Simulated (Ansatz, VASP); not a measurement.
## Two plane-wave programs on ZnS

Contents of INCAR:

```
SYSTEM = ZnS
PREC = Accurate
ENCUT = 520
EDIFF = 1E-7
ISMEAR = 0
SIGMA = 0.011
LREAL = .FALSE.
LASPH = .TRUE.
NELM = 60
ALGO = Normal
ISIF = 2
LWAVE = .FALSE.
LCHARG = .FALSE.
GGA = PE
NBANDS = 16
```

File KPOINTS:

```
regular mesh
0
G
  9 9 9
  0 0 0
```

Contents of POSCAR:

```
ZnS
1.0
    0.0000000000      2.7020000000      2.7020000000
    2.7020000000      0.0000000000      2.7020000000
    2.7020000000      2.7020000000      0.0000000000
Zn S
1 1
Direct
    0.7500000000      0.7500000000      0.7500000000
    0.0000000000      0.0000000000      0.0000000000
```

File input.yaml:

```yaml
crystal:
  lattice:
    - [0.0, 2.702, 2.702]
    - [2.702, 0.0, 2.702]
    - [2.702, 2.702, 0.0]
  atoms:
    - { symbol: Zn, position: [0.75, 0.75, 0.75] }
    - { symbol: S, position: [0.0, 0.0, 0.0] }
hamiltonian:
  xc: pbe
  pseudopotentials: { kind: paw }
kpoints:
  mp_grid: { grid: [9, 9, 9] }
scf:
  occupations: { method: gaussian, width: 0.011 }
output:
  forces: true
  stress: true
  eigenvalues: true
```

Alike in both runs: task single point; functional PBE; k mesh 9 × 9 × 9; occupations gaussian, width 0.011 eV; no spin polarisation.

|  | VASP | Ansatz |
| --- | --- | --- |
| version | VASP 6.6.1 | Ansatz 0.2.0 |
| potentials or method | VASP PAW PBE potentials, release 64 (Zn, S) | Ansatz PAW |
| plane-wave cutoff (eV) | 520 | 420 |
| valence electrons in the cell | 18 | 18 |

```csv
,VASP,Ansatz,Ansatz less VASP
gap on the k mesh at the Fermi level (eV),2.11,2.11,-0.005
least direct gap on the mesh (eV),2.11,2.11,-0.005
pressure (GPa),1.8,1.6,-0.16
```

Caveats: odd divisions of the mesh miss points on the zone boundary, where band edges often lie, so the gap on the mesh can be too wide (Ansatz). As with any semilocal functional, this PBE gap is likely too small.
